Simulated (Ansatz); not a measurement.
Suppose BaHfO3 takes space group P3m1 (No. 156), with Ba on 1a; Hf on 1c; O on 1b, 1b and 1c.

All numbers below come from DFT PBE, scalar-relativistic, plane waves, PAW (Ansatz 0.2.0). Cutoff 420 eV, Γ-centred mesh, Gaussian smearing, no spin polarisation.

Energies over the elements count from the elements' standard structures at the same level (O₂ as a molecule), with no fitted energy shifts.

Question: Which cell and coordinates does it relax to?

Answer:

Space group P3m1 (No. 156). a = 3.685 Å, b = 3.685 Å, c = 7.535 Å, α = 90.00°, β = 90.00°, γ = 120.00°
| atom | site | symmetry | x | y | z |
| --- | --- | --- | --- | --- | --- |
| Ba | 1a | 3m. | 0.0000 | 0.0000 | 0.0400 |
| Hf | 1c | 3m. | 0.6667 | 0.3333 | 0.5432 |
| O | 1b | 3m. | 0.3333 | 0.6667 | 0.5504 |
| O | 1b | 3m. | 0.3333 | 0.6667 | 0.2129 |
| O | 1c | 3m. | 0.6667 | 0.3333 | 0.7876 |

Ba has 3 O at 2.49 Å and 3 O at 2.85 Å; around Hf lie 1 O at 1.84 Å and 3 O at 2.13 Å; O on its first site is surrounded by 3 Hf at 2.13 Å, 1 O at 2.54 Å and 3 O at 2.78 Å; O on its second site has 3 Ba at 2.49 Å and 1 O at 2.54 Å; 1 more site not described. Another local minimum with the same sites may exist.

Question: And its energy and gap?

Answer: The formation energy is −2.471 eV/atom and the gap on the 12×12×6 mesh of the 5-atom cell is 0.52 eV.

The last run used Gaussian smearing of 0.02 eV. These runs have no spin–orbit coupling, which can matter for Hf. Kohn–Sham gaps at this level usually fall short of measured ones. A structure relaxed within its symmetry needn't be a true minimum. Another cell of BaHfO3 relaxed alike, in Pm-3m, lies 0.85 eV/atom lower, so this cell isn't the stable form at this level.
